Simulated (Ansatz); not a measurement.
Reaction (substitution at a C–Si bond): `C=C(O)[SiH2]C=O` + `N=C(N)O` → `N/C(O)=N\C=O` + `C=C(O)[SiH3]`

Computed with Ansatz on PBE0-D4/def2-TZVP structures; ΔE is electronic, products minus reactants. CCSD(T)/CBS is the MP2 limit (def2-TZVPP, def2-QZVPP) plus CCSD(T) − MP2 in def2-TZVPP, frozen cores. Functionals use def2-TZVPP. B3LYP here is the variant with VWN-RPA as its local correlation; programs differ in this. One conformer a species, not always the lowest.

Question: Is it downhill or uphill in electronic energy at CCSD(T)/CBS, and by how much? (Best estimate.)

Answer: Computed: Downhill: ΔE = -71.9 kJ/mol.

Question: What do these levels give: B3LYP-D4, CAM-B3LYP-D4, PBE-QIDH, PBE, r2SCANh, BHLYP, RPA@PBE/def2-TZVPP, MP2/def2-SVP, MP2/def2-TZVPP, CCSD/def2-TZVPP, HF/def2-QZVPP, HF/CBS(def2)? (An estimate is asked.)

Answer: Computed: B3LYP-D4 -81.9, CAM-B3LYP-D4 -85.4, PBE-QIDH -86.6, PBE -85.7, r2SCANh -90.1, BHLYP -83.1, RPA@PBE/def2-TZVPP -70.4, MP2/def2-SVP -92.2, MP2/def2-TZVPP -77.9, CCSD/def2-TZVPP -70.5, HF/def2-QZVPP -77.1, HF/CBS(def2) -77.0 kJ/mol.

Question: What do rigid-rotor, harmonic-oscillator terms from PBE0-D4/def2-TZVP frequencies (298.15 K, 1 bar) make of the CCSD(T)/CBS value? (Estimate.)

Answer: Ansatz gave: ΔZPE = -0.2 kJ/mol, ΔH = -74.1 kJ/mol, ΔS = -20 J/(mol·K), ΔG = -68.2 kJ/mol. Modes under 50 cm⁻¹ make the entropy rough.

Largest T1 diagnostic among the species: 0.016.

Leaving LDA and LC-ωPBE aside and taking each functional with its dispersion term where it has one, the values, not all of them listed here, spread over 11.7 kJ/mol, from r2SCAN0-D4 to ωB97M-V. LDA lies −27.8 kJ/mol from PBE without D4. At CCSD(T), def2-SVP lies −16.4 kJ/mol from the extrapolated value and def2-TZVPP −2.0 kJ/mol. From BLYP to BHLYP (50 % exact exchange), in def2-TZVPP and without D4, ΔE moves by −6.7 kJ/mol.
